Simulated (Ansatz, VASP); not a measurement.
**CuO: VASP beside Ansatz**

Contents of INCAR:

```
PREC     = Accurate       # precision mode
ENCUT    = 520            # plane-wave cutoff, eV
EDIFF    = 1E-7           # SCF threshold, eV
ISMEAR   = -1             # smearing method
SIGMA    = 0.05           # smearing width, eV
LREAL    = False          # projectors in reciprocal space
LASPH    = True           # aspherical terms in the spheres
NELM     = 60             # most SCF steps
ALGO     = Normal         # electronic algorithm
ISIF     = 2              # what is computed and relaxed
LWAVE    = False          # write WAVECAR
LCHARG   = True           # write CHGCAR
GGA      = PE             # functional
LELF     = True           # ELF
LVHAR    = True         
NBANDS   = 16             # bands
```

Contents of KPOINTS:

```
Automatic mesh
0
Gamma
  6 6 6
```

POSCAR

```
CuO
1.0
    0.0000000000      2.1165600000      2.1165600000
    2.1165600000      0.0000000000      2.1165600000
    2.1165600000      2.1165600000      0.0000000000
Cu O
1 1
Direct
    0.0294977200      0.0281008700      0.9080259900
    0.4705022800      0.4718991300      0.5919740100
```

The input input.yaml:

```yaml
crystal:
  lattice:
    - [0.0, 2.11656, 2.11656]
    - [2.11656, 0.0, 2.11656]
    - [2.11656, 2.11656, 0.0]
  atoms:
    - { symbol: Cu, position: [0.02949772, 0.02810087, 0.90802599] }
    - { symbol: O, position: [0.47050228, 0.47189913, 0.59197401] }
hamiltonian:
  xc: pbe
  pseudopotentials: { kind: paw }
kpoints:
  mp_grid: { grid: [6, 6, 6] }
scf:
  occupations: { method: fermi_dirac, width: 0.05 }
output:
  forces: true
  stress: true
  eigenvalues: true
```

The cell comes from a database or a generator and needn't be the stable form of this composition.

Alike in both runs: task single point; functional PBE; k mesh 6 × 6 × 6; occupations fermi-dirac, width 0.05 eV; no spin polarisation.

```csv
,VASP,Ansatz
version,VASP 6.6.1,Ansatz 0.2.0
potentials or method,"VASP PAW PBE potentials, release 64 (Cu, O)",Ansatz PAW
plane-wave cutoff (eV),520,420
valence electrons in the cell,17,25
```

Ansatz gave:

```
gap on the k mesh at the Fermi level (eV)       : none
pressure (GPa)                                  : 18.6
largest component of the traceless stress (GPa) : 4.25
rms of the force components (eV/Å)              : 0.511
```

Which values does VASP return?

gap on the k mesh at the Fermi level (eV): none; pressure (GPa): 19.3; largest component of the traceless stress (GPa): 4.54; rms of the force components (eV/Å): 0.564.

Atom by atom the forces differ by 0.053 eV/Å (rms over components). A gap of «none» marks a metal or a gap that the smearing closes. The two sets of potentials don't hold the same shells in valence.

Caveats: an odd number of electrons without spin polarisation forces a metal; a magnetic or distorted state may lie lower; the run has no spin polarisation, though such a crystal can be magnetic; the k mesh is coarse (spacing up to 0.43 Å⁻¹), so the values aren't converged (VASP); so large a pressure means that the cell lies far from this level's equilibrium, or that cutoff or potentials fall short (VASP); semilocal functionals often make such compounds metallic where correlation or magnetic order opens a gap, which also shifts bond lengths (VASP); the k mesh is coarse (spacing up to 0.43 Å⁻¹), so the values aren't converged, least of all with exact exchange (Ansatz).
